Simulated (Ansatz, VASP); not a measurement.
**One calculation of LiF, two programs**

```
CELL_PARAMETERS angstrom
0.00000 1.94500 1.94500
1.94500 0.00000 1.94500
1.94500 1.94500 0.00000
ATOMIC_POSITIONS crystal
Li 0.00000 0.00000 0.00000
F 0.50000 0.50000 0.50000
```

Change from the starting cell: hydrostatic strain -2.5%.

Alike in both runs: task single point; functional PBE; k mesh 10 × 10 × 10; occupations fermi-dirac, width 0.02 eV; no spin polarisation.

|  | VASP | Ansatz |
| --- | --- | --- |
| version | VASP 6.6.1 | Ansatz 0.2.0 |
| potentials or method | VASP PAW PBE potentials, release 64 (Li_sv, F) | plane waves, PAW |
| plane-wave cutoff (eV) | 520 | 420 |
| valence electrons in the cell | 10 | 10 |

```tsv
	VASP	Ansatz	Ansatz less VASP
gap on the k mesh at the Fermi level (eV)	10.08	10.08	0.000
```

With one functional, cell and mesh, what is left measures potentials, basis and numerics.

 A k mesh can miss the band edges.
